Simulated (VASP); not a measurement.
## Li: electric field gradients with LDA

The system is Li.

```
Li
1.0
     0.00000    2.19535    2.19535
     2.19535    0.00000    2.19535
     2.19535    2.19535    0.00000
Li
1
Cartesian
  0.0000 0.0000 0.0000
```

This isn't the form of Li at room conditions, which is bcc.

The cell isn't the ideal one: volume scaled by 1.04, crystal datasets.

- Program: VASP 6.6.1
- Task: electric field gradients
- Functional: LDA
- Potentials or basis: VASP PAW LDA potentials, release 64 (Li_sv)
- Cutoff: 520 eV
- k mesh: 16 × 16 × 16
- Occupations: fermi-dirac, width 0.08 eV
- Spin: no spin polarisation
- Dipole correction: no
- Further INCAR settings: ALGO = Normal; EDIFF = 1e-08; NBANDS = 8

```yaml
Band_gap_on_the_k_mesh: none (metal or under the smearing width)
```

Levels at points of the mesh, in eV from the Fermi level:
| k point | band 1 | band 2 | band 3 | band 4 | band 5 |
| --- | --- | --- | --- | --- | --- |
| (0.00, 0.00, 0.00) | -45.70 | -3.44 | 13.69 | 13.69 | 13.69 |
| (0.50, 0.00, 0.00) | -45.69 | 0.00 | 2.83 | 12.05 | 12.05 |
| (0.50, 0.50, 0.00) | -45.68 | 1.47 | 4.61 | 8.08 | 8.08 |

Electric field gradients, principal values (V/Å²):
| atom | Vxx | Vyy | Vzz |
| --- | --- | --- | --- |
| 1 Li | -0.001 | -0.001 | 0.002 |

It took 32 s on 1 thread of AMD EPYC 7571 (shared host), peak memory 0.1 GiB.
